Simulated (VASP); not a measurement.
# GeS (Pnma) in VASP: further runs

Runs on GeS. Level: LDA. Tasks: relaxation of cell and atoms, relaxation of shape and atoms at fixed volume.

Program: VASP 6.6.1. These are calculated values, not measurements. Logs are shortened: lines on timing, memory, paths and dates and some standing lists are left out, and cuts for length are marked.

### Step 1. The crystal as given

It takes space group Pnma (No. 62, orthorhombic). Conventional cell: a = 10.481 Å, b = 3.646 Å, c = 4.299 Å, α = 90.00°, β = 90.00°, γ = 90.00°. Around Ge (site symmetry m) lie 3 S at 2.44 to 2.45 Å. Around S (site symmetry m) lie 3 Ge at 2.44 to 2.45 Å.

### Step 2. Relaxation of cell and atoms, LDA

File INCAR:

```
SYSTEM = GeS
ALGO     = Normal         ! electronic algorithm
EDIFF    = 1E-6           ! SCF threshold, eV
EDIFFG   = -0.01          ! ionic threshold
ENCUT    = 600            ! plane-wave cutoff, eV
IBRION   = 2              ! ionic algorithm
ISIF     = 3              ! what is computed and relaxed
ISMEAR   = 0              ! smearing method
KPAR     = 2            
LASPH    = .True.         ! aspherical terms in the spheres
LCHARG   = .False.        ! write CHGCAR
LREAL    = .False.        ! projectors in reciprocal space
LWAVE    = .False.        ! write WAVECAR
NELM     = 80             ! most SCF steps
NSW      = 90             ! ionic steps
PREC     = Accurate       ! precision mode
SIGMA    = 0.03           ! smearing width, eV
```

File KPOINTS:

```
k-points
0
Gamma
  4 8 6
  0 0 0
```

File POSCAR:

```
GeS
1.0
   10.4810000000      0.0000000000      0.0000000000
    0.0000000000      3.6460000000      0.0000000000
    0.0000000000      0.0000000000      4.2990000000
Ge S
4 4
Direct
    0.1221000000      0.2500000000      0.1277000000
    0.3779000000      0.7500000000      0.6277000000
    0.6221000000      0.2500000000      0.3723000000
    0.8779000000      0.7500000000      0.8723000000
    0.8495000000      0.2500000000      0.5023000000
    0.6505000000      0.7500000000      0.0023000000
    0.3495000000      0.2500000000      0.9977000000
    0.1505000000      0.7500000000      0.4977000000
```

Potentials or basis: VASP PAW LDA potentials, release 64 (Ge_d, S).

On the command line:

```bash
$ cat potpaw_LDA.64/Ge_d/POTCAR potpaw_LDA.64/S/POTCAR > POTCAR
$ mpirun -np 2 vasp_std > vasp.out
```

OUTCAR:

```text
SYSTEM = GeS
   EDIFF = 1E-6
   EDIFFG = -0.01
   ENCUT = 600
   IBRION = 2
   ISIF = 3
   ISMEAR = 0
   LASPH = .True.
   LREAL = .False.
   NELM = 80
   NSW = 90
   PREC = Accurate

 ion  position               nearest neighbor table
   1  0.122  0.250  0.128-   8 2.44   8 2.44   7 2.45
   2  0.378  0.750  0.628-   7 2.44   7 2.44   8 2.45
   3  0.622  0.250  0.372-   6 2.44   6 2.44   5 2.45
   4  0.878  0.750  0.872-   5 2.44   5 2.44   6 2.45
   5  0.849  0.250  0.502-   4 2.44   4 2.44   3 2.45
   6  0.651  0.750  0.002-   3 2.44   3 2.44   4 2.45
   7  0.349  0.250  0.998-   2 2.44   2 2.44   1 2.45
   8  0.151  0.750  0.498-   1 2.44   1 2.44   2 2.45

  LATTYP: Found a simple orthorhombic cell.
 ALAT       =     3.6460000000
 B/A-ratio  =     1.1791003840
 C/A-ratio  =     2.8746571585

  Lattice vectors:

 A1 = (   0.0000000000,   3.6460000000,   0.0000000000)
 A2 = (   0.0000000000,   0.0000000000,   4.2990000000)
 A3 = (  10.4810000000,   0.0000000000,   0.0000000000)

Analysis of symmetry for initial positions (statically):
=====================================================================
 Subroutine PRICEL returns:
 Original cell was already a primitive cell.

 Routine SETGRP: Setting up the symmetry group for a
 simple orthorhombic supercell.

 Subroutine GETGRP returns: Found  8 space group operations
 (whereof  2 operations were pure point group operations)
 out of a pool of  8 trial point group operations.

The static configuration has the point symmetry S_2 .
 The point group associated with its full space group is D_2h.

Analysis of symmetry for dynamics (positions and initial velocities):
=====================================================================
 Subroutine PRICEL returns:
 Original cell was already a primitive cell.

 Routine SETGRP: Setting up the symmetry group for a
 simple orthorhombic supercell.

 Subroutine GETGRP returns: Found  8 space group operations
 (whereof  2 operations were pure point group operations)
 out of a pool of  8 trial point group operations.

The dynamic configuration has the point symmetry S_2 .
 The point group associated with its full space group is D_2h.

 Subroutine INISYM returns: Found  8 space group operations
 (whereof  2 operations are pure point group operations),
 and found     1 'primitive' translations

----------------------------------------------------------------------------------------

                                     Primitive cell

  volume of cell :     164.2808

  direct lattice vectors                    reciprocal lattice vectors
    10.481000000  0.000000000  0.000000000     0.095410743  0.000000000  0.000000000
     0.000000000  3.646000000  0.000000000     0.000000000  0.274273176  0.000000000
     0.000000000  0.000000000  4.299000000     0.000000000  0.000000000  0.232612235

  length of vectors
    10.481000000  3.646000000  4.299000000     0.095410743  0.274273176  0.232612235

  position of ions in fractional coordinates (direct lattice)
     0.122100000  0.250000000  0.127700000
     0.377900000  0.750000000  0.627700000
     0.622100000  0.250000000  0.372300000
     0.877900000  0.750000000  0.872300000
     0.849500000  0.250000000  0.502300000
     0.650500000  0.750000000  0.002300000
     0.349500000  0.250000000  0.997700000
     0.150500000  0.750000000  0.497700000

  ion indices of the primitive-cell ions
   primitive index   ion index
                 1           1
                 2           2
                 3           3
                 4           4
                 5           5
                 6           6
                 7           7
                 8           8

----------------------------------------------------------------------------------------

 KPOINTS: k-points

Automatic generation of k-mesh.
 Grid dimensions read from file:
 generate k-points for:    4    8    6

 Generating k-lattice:

  Cartesian coordinates                     Fractional coordinates (reciprocal lattice)
     0.023852686  0.000000000  0.000000000     0.250000000  0.000000000  0.000000000
     0.000000000  0.034284147  0.000000000     0.000000000  0.125000000  0.000000000
     0.000000000  0.000000000  0.038768706     0.000000000  0.000000000  0.166666667

  Length of vectors
     0.023852686  0.034284147  0.038768706

  Shift w.r.t. Gamma in fractional coordinates (k-lattice)
     0.000000000  0.000000000  0.000000000

 Subroutine IBZKPT returns following result:
 ===========================================

 Found     60 irreducible k-points:

 Following reciprocal coordinates:
            Coordinates               Weight
  0.000000  0.000000  0.000000      1.000000
  0.250000  0.000000  0.000000      2.000000
  0.500000  0.000000  0.000000      1.000000
  0.000000  0.125000  0.000000      2.000000
  0.250000  0.125000  0.000000      4.000000
  0.500000  0.125000  0.000000      2.000000
[... 16 lines left out ...]
  0.250000  0.250000  0.166667      8.000000
  0.500000  0.250000  0.166667      4.000000
 [... further k-points ...]
   k-points           NKPTS =     60   k-points in BZ     NKDIM =     60   number of bands    NBANDS=     48
   number of dos      NEDOS =    301   number of ions     NIONS =      8
   total plane-waves  NPLWV =  90720
   dimension x,y,z NGX =    84 NGY =   30 NGZ =   36
   dimension x,y,z NGXF=   168 NGYF=   60 NGZF=   72
   ions per type =               4   4
   NGX,Y,Z   is equivalent  to a cutoff of  13.32, 13.68, 13.92 a.u.
   NGXF,Y,Z  is equivalent  to a cutoff of  26.65, 27.36, 27.84 a.u.
 SYSTEM =  GeS
   PREC   = accura    normal or accurate (medium, high low for compatibility)
   ISTART =      0    job   : 0-new  1-cont  2-samecut
   ICHARG =      2    charge: 1-file 2-atom 10-const
   ISPIN  =      1    spin polarized calculation?
   LNONCOLLINEAR =      F non collinear calculations
   LSORBIT =      F    spin-orbit coupling
   LASPH  =      T    aspherical Exc in radial PAW
   ENCUT  =  600.0 eV  44.10 Ry    6.64 a.u.  20.93  7.28  8.59*2*pi/ulx,y,z
   NELM   =     80;   NELMIN=  2; NELMDL= -5     # of ELM steps
   EDIFF  = 0.1E-05   stopping-criterion for ELM
   LREAL  =      F    real-space projection
   EDIFFG = -.1E-01   stopping-criterion for IOM
   NSW    =     90    number of steps for IOM
   IBRION =      2    ionic relax: 0-MD 1-quasi-New 2-CG
   NFREE  =      1    steps in history (QN), initial steepest desc. (CG)
   ISIF   =      3    stress and relaxation
   ISYM   =      2    0-nonsym 1-usesym 2-fastsym
   POTIM  = 0.5000    time-step for ionic-motion
   TEBEG  =    0.0;   TEEND  =   0.0 temperature during run
   PSTRESS=    0.0 pullay stress
   NELECT =      80.0000    total number of electrons
   NUPDOWN=      -1.0000    fix difference up-down
   EMIN   =  10.00;   EMAX   =-10.00  energy-range for DOS
   EFERMI =   0.00;   METHOD = LEGACY
   ISMEAR =     0;   SIGMA  =   0.03  broadening in eV -4-tet -1-fermi 0-gaus
   EFERMI_NEDOS =   21; number of points for ismear=-14 and -15
   IALGO  =     38    algorithm
   IMIX   =      4    mixing-type and parameters
     AMIX     =   0.40;   BMIX     =  1.00
     AMIX_MAG =   1.60;   BMIX_MAG =  1.00
  volume/ion in A,a.u.               =      20.54       138.58
  Fermi-wavevector in a.u.,A,eV,Ry     =   1.287980  2.433930 22.570613  1.658893
  Thomas-Fermi vector in A             =   2.419962
   LORBIT       =      0    0 simple, 1 ext, 2 COOP (PROOUT), +10 PAW based schemes
   GGA     = CA    functional components
   LHFCALC =     F    Hartree Fock is set to
   AEXX    =    0.0000 exact exchange contribution
   IVDW    =     0    specifies the selected vdW correction
   LEPSILON=     F    determine dielectric tensor
   LRPA    =     F    only Hartree local field effects (RPA)
 conjugate gradient relaxation of ions
 non-spin polarized calculation
 Gauss-broadening in eV      SIGMA  =   0.03
  energy-cutoff  :      600.00
  volume of cell :      164.28
 maximum number of plane-waves:      5530
 NGX is ok and might be reduce to    84
   NGX = 41   NGY = 15   NGZ = 17

--------------------------------------- Ionic step        1  -------------------------------------------

 number of electron      80.0000042 magnetization

 Free energy of the ion-electron system (eV)
  ---------------------------------------------------
  ext. energy  EPLUGINS =         0.00000000
  ---------------------------------------------------
  free energy    TOTEN  =       -41.78522279 eV

  energy without entropy =      -41.78522279  energy(sigma->0) =      -41.78522279

------------------------ aborting loop because EDIFF is reached ----------------------------------------

  FORCE on cell =-STRESS in cart. coord.  units (eV):
  Direction    XX          YY          ZZ          XY          YZ          ZX
  --------------------------------------------------------------------------------------
  -------------------------------------------------------------------------------------
  Total       -2.8498471     -2.6239622     -2.6419627      0.0000000     -0.0000000      0.0000000
  in kB      -27.7936323    -25.5906510    -25.7662037      0.0000000     -0.0000000      0.0000000
  external PRESSURE =     -26.3834956 kB  Pullay stress =       0.0000000 kB
[... 107 lines left out ...]
  FREE ENERGIE OF THE ION-ELECTRON SYSTEM (eV)
  ---------------------------------------------------
  free  energy   TOTEN  =       -41.8379719862 eV

  energy  without entropy=      -41.8379719862  energy(sigma->0) =      -41.83797199

[... ionic steps 4 to 17 ...]

--------------------------------------- Ionic step       18  -------------------------------------------

 number of electron      80.0000032 magnetization

------------------------ aborting loop because EDIFF is reached ----------------------------------------
[... 79 lines left out ...]
--------------------------------------- Ionic step       20  -------------------------------------------

 number of electron      80.0000035 magnetization

 Free energy of the ion-electron system (eV)
  ---------------------------------------------------
  ext. energy  EPLUGINS =         0.00000000
  ---------------------------------------------------
  free energy    TOTEN  =       -41.89813036 eV

  energy without entropy =      -41.89813036  energy(sigma->0) =      -41.89813036

 E-fermi :   5.9276     XC(G=0): -10.8453

 val. band max:        5.7338296404   @ k =   0.0000   0.0000   0.3333
 cond. band min:       6.4565327333   @ k =   0.0000   0.0000   0.0000
 fundamental gap:      0.7227030929
 Fermi energy:         5.9276261292

 k-point     1 :       0.0000    0.0000    0.0000
  band No.  band energies     occupation
      1     -18.9064      2.00000
      2     -18.8990      2.00000
      3     -18.8969      2.00000
      4     -18.8925      2.00000
      5     -18.8920      2.00000
      6     -18.8902      2.00000
[... 1213 lines left out ...]
     47       9.6569      0.00000
     48       9.6569      0.00000

 [... further k-points ...]

------------------------ aborting loop because EDIFF is reached ----------------------------------------

  FORCE on cell =-STRESS in cart. coord.  units (eV):
  Direction    XX          YY          ZZ          XY          YZ          ZX
  --------------------------------------------------------------------------------------
  -------------------------------------------------------------------------------------
  Total       -0.0224803     -0.0466642     -0.0070743      0.0000000     -0.0000000      0.0000000
  in kB       -0.2371491     -0.4922688     -0.0746279      0.0000000     -0.0000000      0.0000000
  external PRESSURE =      -0.2680153 kB  Pullay stress =       0.0000000 kB
[... 23 lines left out ...]
  FREE ENERGIE OF THE ION-ELECTRON SYSTEM (eV)
  ---------------------------------------------------
  free  energy   TOTEN  =       -41.8981303618 eV

  energy  without entropy=      -41.8981303618  energy(sigma->0) =      -41.89813036

 reached required accuracy - stopping structural energy minimisation
```

Wall time 19 min (2 MPI ranks of Intel Xeon 6975P-C (Granite Rapids), shared host); peak memory 0.52 GiB.

What came out:

- Free energy: -41.8981 eV
- Relaxed volume: 18.98 Å³/atom
- Relaxed cell: a = 10.183 Å, b = 3.643 Å, c = 4.095 Å, α = 90.00°, β = 90.00°, γ = 90.00°
- Space group after relaxing (to 0.05 Å): Pnma (No. 62)
- Energy gained by relaxing: 14.1 meV/atom
- Ionic steps: 20
- Pressure after relaxing: 0.0 GPa
- Largest force after relaxing: 0.009 eV/Å
- Band gap on the k mesh: 0.72 eV, indirect (least direct gap 1.02 eV)

Forces in eV/Å, atoms in the order of the input:
```
Ge   0.007  0.000 -0.006
Ge  -0.007  0.000 -0.006
Ge   0.007  0.000  0.006
Ge  -0.007  0.000  0.006
S    0.004  0.000 -0.005
S   -0.004  0.000 -0.005
S    0.004  0.000  0.005
S   -0.004  0.000  0.005
```

The path:
```tsv
step	energy change (eV)	largest force (eV/Å)	pressure (GPa)	volume (Å³)
1	0.0000	0.0320	-2.64	164.28
2	-0.0488	0.3475	0.76	156.37
3	-0.0527	0.2633	0.04	158.05
4	-0.0718	0.1937	-0.05	156.73
5	-0.0942	0.0876	0.03	154.02
6	-0.0964	0.0895	0.10	152.79
7	-0.1076	0.0398	-0.09	152.30
8	-0.1101	0.0611	-0.21	151.90
9	-0.1110	0.0292	0.37	150.74
10	-0.1121	0.0269	0.23	151.24
11	-0.1121	0.0285	0.11	151.28
12	-0.1121	0.0273	0.19	151.26
13	-0.1122	0.0273	-0.15	151.89
14	-0.1124	0.0211	0.02	151.56
15	-0.1124	0.0217	-0.08	151.63
16	-0.1124	0.0216	-0.02	151.60
17	-0.1127	0.0133	0.01	151.64
18	-0.1128	0.0141	0.05	151.69
19	-0.1129	0.0095	-0.11	151.95
20	-0.1129	0.0093	-0.03	151.88
```

Final structure:
```cif
data_structure
_symmetry_space_group_name_H-M 'P 1'
_symmetry_Int_Tables_number 1
_cell_length_a 10.1826
_cell_length_b 3.6426
_cell_length_c 4.0947
_cell_angle_alpha 90.000
_cell_angle_beta 90.000
_cell_angle_gamma 90.000
_cell_volume 151.88
loop_
_atom_site_label
_atom_site_type_symbol
_atom_site_fract_x
_atom_site_fract_y
_atom_site_fract_z
_atom_site_occupancy
Ge1 Ge 0.11805 0.25000 0.11975 1
Ge2 Ge 0.38195 0.75000 0.61975 1
Ge3 Ge 0.61805 0.25000 0.38025 1
Ge4 Ge 0.88195 0.75000 0.88025 1
S1 S 0.85285 0.25000 0.49315 1
S2 S 0.64715 0.75000 0.99315 1
S3 S 0.35285 0.25000 0.00685 1
S4 S 0.14715 0.75000 0.50685 1
```

Levels at points of the mesh, in eV from the valence-band top:
```
           k point  band 38  band 39  band 40  band 41  band 42  band 43
(0.00, 0.00, 0.00)    -1.04    -0.98    -0.30     0.72     2.56     2.72
(0.50, 0.00, 0.00)    -2.16    -0.55    -0.55     2.26     2.26     2.65
(0.00, 0.50, 0.00)    -1.38    -1.15    -1.15     1.21     1.21     1.59
(0.50, 0.50, 0.00)    -1.53    -1.53    -1.53     1.71     1.71     1.71
(0.00, 0.00, 0.50)    -0.98    -0.27    -0.27     1.46     1.46     2.11
(0.50, 0.00, 0.50)    -0.71    -0.27    -0.27     1.36     1.36     2.19
(0.00, 0.50, 0.50)    -2.66    -1.68    -1.68     3.04     3.04     3.39
(0.50, 0.50, 0.50)    -1.68    -1.68    -1.68     2.59     2.59     2.59
```

A k mesh can miss the band edges. LDA usually gives volumes a few per cent too small.

### Step 3. Relaxation of cell and atoms, LDA

This run uses another cell than the first one, of 18.98 Å³/atom, 0.924 times its volume.

Changes to INCAR since step 2:

```diff
@@ -2,4 +2,4 @@
 ALGO     = Normal         ! electronic algorithm
-EDIFF    = 1E-6           ! SCF threshold, eV
-EDIFFG   = -0.01          ! ionic threshold
+EDIFF    = 1E-7           ! SCF threshold, eV
+EDIFFG   = -0.005         ! ionic threshold
 ENCUT    = 600            ! plane-wave cutoff, eV
```

KPOINTS is that of step 2.

File POSCAR:

```
GeS                                     
1.0
   10.1826498739      0.0000000000      0.0000000000
    0.0000000000      3.6426021217     -0.0000000000
    0.0000000000     -0.0000000000      4.0946724843
  Ge              S             
     4     4
Direct
     0.1180518204145250    0.2500000000000000    0.1197509982858961
     0.3819481795854749    0.7500000000000000    0.6197509982858960
     0.6180518204145249    0.2500000000000000    0.3802490017141039
     0.8819481795854751    0.7500000000000000    0.8802490017141040
     0.8528480708976802    0.2500000000000000    0.4931517372104861
     0.6471519291023198    0.7500000000000000    0.9931517372104861
     0.3528480708976801    0.2500000000000000    0.0068482627895141
     0.1471519291023199    0.7500000000000000    0.5068482627895139
```

Potentials or basis: VASP PAW LDA potentials, release 64 (Ge_d, S).

On the command line:

```bash
$ cat potpaw_LDA.64/Ge_d/POTCAR potpaw_LDA.64/S/POTCAR > POTCAR
$ mpirun -np 2 vasp_std > vasp.out
```

It took 7.2 min on 2 MPI ranks of Intel Xeon 6975P-C (Granite Rapids), shared host; peak memory 0.5 GiB.

Results (log left out):

| Quantity | Value |
| --- | --- |
| Free energy | -41.8966 eV |
| Relaxed volume | 18.97 Å³/atom |
| Relaxed cell | a = 10.184 Å, b = 3.642 Å, c = 4.092 Å, α = 90.00°, β = 90.00°, γ = 90.00° |
| Space group after relaxing (to 0.05 Å) | Pnma (No. 62) |
| Energy gained by relaxing | 0.0 meV/atom |
| Ionic steps | 9 |
| Pressure after relaxing | 0.0 GPa |
| Largest force after relaxing | 0.004 eV/Å |
| Band gap on the k mesh | 0.71 eV, indirect (least direct gap 1.02 eV) |

Forces on the atoms (eV/Å):
```
Ge   0.003  0.000 -0.002
Ge  -0.003  0.000 -0.002
Ge   0.003  0.000  0.002
Ge  -0.003  0.000  0.002
S   -0.002  0.000 -0.001
S    0.002  0.000 -0.001
S   -0.002  0.000  0.001
S    0.002  0.000  0.001
```

Step by step:
```
step  energy change (eV)  largest force (eV/Å)  pressure (GPa)  volume (Å³)
   1              0.0000                0.0087           -0.05       151.88
   2              0.0000                0.0089            0.01       151.75
   3              0.0000                0.0101            0.05       151.68
   4              0.0000                0.0094            0.03       151.72
   5             -0.0001                0.0055            0.02       151.72
   6             -0.0001                0.0054            0.01       151.71
   7             -0.0001                0.0052           -0.01       151.73
   8             -0.0001                0.0051           -0.03       151.78
   9             -0.0001                0.0037           -0.01       151.75
```

Final structure:
```
Ge S
1.0
    10.18428    0.00000    0.00000
     0.00000    3.64156    0.00000
     0.00000    0.00000    4.09186
Ge S
4 4
Cartesian
  1.2048 0.9104 0.4882
  3.8873 2.7312 2.5341
  6.2970 0.9104 1.5578
  8.9794 2.7312 3.6037
  8.6879 0.9104 2.0164
  6.5886 2.7312 4.0623
  3.5957 0.9104 0.0296
  1.4964 2.7312 2.0755
```

Levels at points of the mesh, in eV from the valence-band top:
| k point | band 36 | band 37 | band 38 | band 39 | band 40 | band 41 | band 42 | band 43 | band 44 | band 45 |
| --- | --- | --- | --- | --- | --- | --- | --- | --- | --- | --- |
| (0.00, 0.00, 0.00) | -2.24 | -1.83 | -1.06 | -0.99 | -0.31 | 0.71 | 2.56 | 2.72 | 3.00 | 3.10 |
| (0.50, 0.00, 0.00) | -2.49 | -2.17 | -2.17 | -0.56 | -0.56 | 2.26 | 2.26 | 2.65 | 2.65 | 4.02 |
| (0.00, 0.50, 0.00) | -2.34 | -1.38 | -1.38 | -1.16 | -1.16 | 1.19 | 1.19 | 1.58 | 1.58 | 1.89 |
| (0.50, 0.50, 0.00) | -2.69 | -1.53 | -1.53 | -1.53 | -1.53 | 1.69 | 1.69 | 1.69 | 1.69 | 2.29 |
| (0.00, 0.00, 0.50) | -1.70 | -0.97 | -0.97 | -0.27 | -0.27 | 1.46 | 1.46 | 2.10 | 2.10 | 2.46 |
| (0.50, 0.00, 0.50) | -2.35 | -0.71 | -0.71 | -0.27 | -0.27 | 1.35 | 1.35 | 2.18 | 2.18 | 2.35 |
| (0.00, 0.50, 0.50) | -3.84 | -2.67 | -2.67 | -1.70 | -1.70 | 3.03 | 3.03 | 3.38 | 3.38 | 4.98 |
| (0.50, 0.50, 0.50) | -4.62 | -1.70 | -1.70 | -1.70 | -1.70 | 2.59 | 2.59 | 2.59 | 2.59 | 5.18 |

A k mesh can miss the band edges.

(Part 1 of 2 ends here.)
